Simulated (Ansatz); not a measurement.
## Ligand exchange: C2H7BS + CHF3S → C2H7BS2 + CHF3

Species: C2H7BS `CCBS`, singlet; CHF3S (trifluoromethanethiol) `FC(F)(F)S`, singlet; C2H7BS2 `CCB(S)S`, singlet; CHF3 (trifluoromethane) `FC(F)F`, singlet. The partners trade H for SH: B–H and C–SH bonds give way to B–SH and C–H.

Shapes, held fixed at every level: PBE0-D4/def2-TZVP. Flexible molecules stand in one conformer, not always the lowest. Programs: Ansatz 0.2.0. The zero-point and thermal change to 298 K, harmonic and unscaled (PBE0-D4/def2-TZVP), is +9.1 kJ/mol.

**Question.** Estimate ΔH(298 K) of this reaction.

**Answer.** The highest level, CCSD(T)/CBS estimate, gives ΔH(298 K) = -127.2 kJ/mol; the levels span -132.4 to -119.0. The column of differences is taken from that level and isn't an error. No measured value is set beside it here. The CBS estimate extrapolates MP2 from def2-TZVPP and def2-QZVPP and adds CCSD(T) − MP2 in the triple-zeta set, cores frozen.

```
               level                    kind  ΔH(298 K) (kJ/mol)  less CCSD(T)/CBS estimate
    SPW92/def2-TZVPP                     LDA              -119.8                       +7.4
  wB97M-V/def2-TZVPP  range-separated hybrid              -119.0                       +8.2
   B2PLYP/def2-TZVPP           double hybrid              -123.9                       +3.3
    CCSD(T)/def2-SVP   coupled cluster or CI              -131.8                       -4.6
       CCSD/def2-SVP   coupled cluster or CI              -132.4                       -5.2
  CCSD(T)/def2-TZVPP   coupled cluster or CI              -129.0                       -1.8
     CCSD/def2-TZVPP   coupled cluster or CI              -128.2                       -1.0
CCSD(T)/CBS estimate   coupled cluster or CI              -127.2                        0.0
```
